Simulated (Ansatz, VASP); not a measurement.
One calculation of TiO2, two programs

File INCAR:

```
SYSTEM = TiO2
PREC = Accurate
ENCUT = 600
EDIFF = 1E-6
ISMEAR = -1
SIGMA = 0.05
LREAL = .FALSE.
LASPH = .TRUE.
NELM = 60
ALGO = Fast
ISIF = 2
LWAVE = .FALSE.
LCHARG = .FALSE.
LMAXMIX = 4
GGA = PE
```

Contents of KPOINTS:

```
Automatic mesh
0
G
  6 6 9
  0 0 0
```

POSCAR

```
TiO2
1.0
    4.5998373239      0.0000000000      0.0000000000
    0.0000000000      4.5998373239      0.0000000000
    0.0000000000      0.0000000000      2.9592135600
Ti O
2 4
Direct
    0.0000000000      0.0000000000      0.5000000000
    0.5000000000      0.5000000000      0.0000000000
    0.3043213200      0.3043213200      0.5000000000
    0.1956786800      0.8043213200      0.0000000000
    0.8043213200      0.1956786800      0.0000000000
    0.6956786800      0.6956786800      0.5000000000
```

File KPOINTS_OPT:

```
path GXMGZRAZ,XR,MA
20
line-mode
reciprocal
 0.0000000000  0.0000000000  0.0000000000  G
 0.0000000000  0.5000000000  0.0000000000  X

 0.0000000000  0.5000000000  0.0000000000  X
 0.5000000000  0.5000000000  0.0000000000  M

 0.5000000000  0.5000000000  0.0000000000  M
 0.0000000000  0.0000000000  0.0000000000  G

 0.0000000000  0.0000000000  0.0000000000  G
 0.0000000000  0.0000000000  0.5000000000  Z

 0.0000000000  0.0000000000  0.5000000000  Z
 0.0000000000  0.5000000000  0.5000000000  R

 0.0000000000  0.5000000000  0.5000000000  R
 0.5000000000  0.5000000000  0.5000000000  A

 0.5000000000  0.5000000000  0.5000000000  A
 0.0000000000  0.0000000000  0.5000000000  Z

 0.0000000000  0.5000000000  0.0000000000  X
 0.0000000000  0.5000000000  0.5000000000  R

 0.5000000000  0.5000000000  0.0000000000  M
 0.5000000000  0.5000000000  0.5000000000  A
```

input.yaml

```yaml
crystal:
  lattice:
    - [4.5998373239, 0.0, 0.0]
    - [0.0, 4.5998373239, 0.0]
    - [0.0, 0.0, 2.95921356]
  atoms:
    - { symbol: Ti, position: [0.0, 0.0, 0.5] }
    - { symbol: Ti, position: [0.5, 0.5, 0.0] }
    - { symbol: O, position: [0.30432132, 0.30432132, 0.5] }
    - { symbol: O, position: [0.19567868, 0.80432132, 0.0] }
    - { symbol: O, position: [0.80432132, 0.19567868, 0.0] }
    - { symbol: O, position: [0.69567868, 0.69567868, 0.5] }
hamiltonian:
  xc: pbe
  pseudopotentials: { kind: paw }
kpoints:
  mp_grid: { grid: [6, 6, 9] }
  band_path:
    path:
      - [[0.0, 0.0, 0.0], [0.0, 0.5, 0.0], [0.5, 0.5, 0.0], [0.0, 0.0, 0.0], [0.0, 0.0, 0.5], [0.0, 0.5, 0.5], [0.5, 0.5, 0.5], [0.0, 0.0, 0.5]]
      - [[0.0, 0.5, 0.0], [0.0, 0.5, 0.5]]
      - [[0.5, 0.5, 0.0], [0.5, 0.5, 0.5]]
    npoints: 14
scf:
  occupations: { method: fermi_dirac, width: 0.05 }
  n_extra_bands: 15
output:
  forces: true
  stress: true
  eigenvalues: true
  fatbands: false
```

The cell is a database's computed one.

Alike in both runs: task band structure; functional PBE; k mesh 6 × 6 × 9; occupations fermi-dirac, width 0.05 eV; no spin polarisation.

|  | VASP | Ansatz |
| --- | --- | --- |
| version | VASP 6.6.1 | Ansatz 0.2.0 |
| potentials or method | VASP PAW PBE potentials, release 64 (Ti_sv_GW, O_GW) | Ansatz PAW |
| plane-wave cutoff (eV) | 600 | 420 |
| valence electrons in the cell | 48 | 48 |

Ansatz gave:

| Item | Value |
| --- | --- |
| gap on the k mesh at the Fermi level (eV) | 1.87 |
| least direct gap on the mesh (eV) | 1.87 |
| gap along the band path (eV) | 1.87 |
| pressure (GPa) | 4.2 |
| largest component of the traceless stress (GPa) | 0.55 |

Question: Estimate VASP's values.

Answer: gap on the k mesh at the Fermi level (eV): 1.86; least direct gap on the mesh (eV): 1.86; gap along the band path (eV): 1.86; pressure (GPa): 3.2; largest component of the traceless stress (GPa): 0.51.

Caveats: the pressure holds a Pulay correction of +0.7 GPa for the finite cutoff (Ansatz). A hybrid or GW would open this gap; PBE tends to underestimate it.
